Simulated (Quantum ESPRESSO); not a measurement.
Sb:

```xyz
2
Lattice="2.1542 1.2437 3.7580 -2.1542 1.2437 3.7580 0.0000 -2.4875 3.7580" Properties=species:S:1:pos:R:3 pbc="T T T"
Sb    0.0000    0.0000    8.6416
Sb    0.0000    0.0000    2.6324
```

Base run:

| Property | Result |
| --- | --- |
| Program | Quantum ESPRESSO 7.5 |
| Functional | AM05 |
| Potentials or basis | PseudoDojo 0.4 FR PBE standard |
| Cutoff | 1088 eV |
| Density cutoff | 4354 eV |
| k mesh | 8 × 8 × 8 |
| Occupations | fermi-dirac, width 0.05 eV |
| Spin | spin-orbit coupling, no magnetisation |

Its results: band gap on the k mesh none (metal or under the smearing width); pressure 0.2 GPa; largest force 0.092 eV/Å.

Problem. The run is repeated on the same cell with these changes: functional from AM05 to PBE. What comes out?

Solution. Band gap on the k mesh none (metal or under the smearing width); pressure 2.8 GPa; largest force 0.183 eV/Å.

PBE binds less tightly than AM05, so the same cell stands under more pressure.

Caveats: the potentials were made for another functional, which shifts forces and pressure (some runs).

Not every run made on this cell is shown here.
